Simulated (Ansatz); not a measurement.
Crystal: HfSiO4 (Hafnon).

```xyz
12
Lattice="-3.2862 3.2862 2.9816 3.2862 -3.2862 2.9816 3.2862 3.2862 -2.9816" Properties=species:S:1:pos:R:3 pbc="T T T"
Hf    0.0000    0.0000    0.0000
Hf    0.0000    3.2862    1.4908
Si    0.0000    0.0000    2.9816
Si    3.2862    0.0000    1.4908
O     2.0736    3.2862    1.0746
O     3.2863   -1.2126    2.5654
O     1.2126    0.0000    4.0562
O     3.2862    1.2126    2.5654
O     2.0736    0.0000    0.4162
O     0.0000    1.2126    1.9070
O     4.4989    0.0000    0.4162
O     3.2862    2.0736   -1.0746
```

```yaml
Program: Ansatz 0.2.0
Task: relaxation of cell and atoms
Functional: BLYP
Potentials_or_basis: Ansatz PAW
Cutoff: "420 eV (not typed: the program's choice for these potentials)"
k_mesh: 6 × 6 × 6
Occupations: fermi-dirac, width 0.05 eV
Spin: no spin polarisation
```

At the start: volume 10.73 Å³/atom.

Problem. Where does the relaxation end?

Solution. It ends after 9 steps and the volume is 11.29 Å³/atom (+5.2 %); space group I4_1/amd (No. 141, to 0.05 Å).

The path:
```csv
step,energy change (eV),largest force (eV/Å),volume (Å³)
1,0.0000,0.1637,128.80
2,-0.1512,0.6617,135.34
3,-0.1875,0.1057,135.06
4,-0.1890,0.0255,135.07
5,-0.1891,0.0119,135.10
6,-0.1890,0.0011,135.12
7,-0.2353,0.0018,135.12
8,-0.2337,0.0016,135.52
9,-0.2358,0.0016,135.52
```

Final structure:
```
CELL_PARAMETERS angstrom
-3.34405 3.34405 3.02959
3.34405 -3.34405 3.02959
3.34405 3.34405 -3.02959
ATOMIC_POSITIONS crystal
Hf 0.00000 0.00000 0.00000
Hf 0.75000 0.25000 0.50000
Si 0.50000 0.50000 0.00000
Si 0.25000 0.75000 0.50000
O 0.68011 0.49646 0.81636
O 0.24646 0.93011 0.31636
O 0.68011 0.86375 0.18364
O 0.61375 0.93011 0.68364
O 0.06989 0.38625 0.31636
O 0.50354 0.31989 0.18364
O 0.06989 0.75354 0.68364
O 0.13625 0.31989 0.81636
```

Caveat: the plane-wave basis is chosen anew once the cell has moved, so the energies of steps on either side of that aren't comparable; the pressure holds a Pulay correction of +0.9 GPa for the finite cutoff; the PAW data sets come from PBE, with cores solved anew for the run's functional, which leaves a small shift of forces and pressure.
